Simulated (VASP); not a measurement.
PbSe (rocksalt): one PBE single-point calculation in two programs

```yaml
crystal:
  lattice:
    - [0.00000, 3.08870, 3.08870]
    - [3.08870, 0.00000, 3.08870]
    - [3.08870, 3.08870, 0.00000]
  atoms:
    - { symbol: Pb, position: [0.00000, 0.00000, 0.00000] }
    - { symbol: Se, position: [0.50000, 0.50000, 0.50000] }
```

Each program uses its own PAW datasets. VASP's cell holds 20 valence electrons and Ansatz's 30. Ansatz's stress includes a Pulay correction; VASP's doesn't.

Cutoffs: 520 eV in VASP, 420 eV in Ansatz. k meshes: 8×8×8 and 8×8×8.

```csv
,VASP,Ansatz
gap between bands v and c,0.38 eV,0.37 eV
least direct gap,0.38 eV,0.37 eV
pressure,0.9 GPa,0.9 GPa
```

Band v is the last that the valence electrons fill when counted band by band, and c is the next. Levels in eV from the top of v, Ansatz:

```tsv
point	v−1	v	c	c+1
Γ	-1.74	-1.74	4.67	4.67
X	-3.05	-3.05	3.83	5.52
K	-2.56	-2.27	3.40	3.99
L	-1.35	0.00	0.37	1.77
W	-4.01	-0.73	1.93	4.95
```

VASP:

```csv
point,v−1,v,c,c+1
Γ,-1.73,-1.73,4.67,4.67
X,-3.04,-3.04,3.83,5.53
K,-2.55,-2.26,3.40,4.00
L,-1.35,0.00,0.38,1.78
W,-4.01,-0.72,1.93,4.95
```
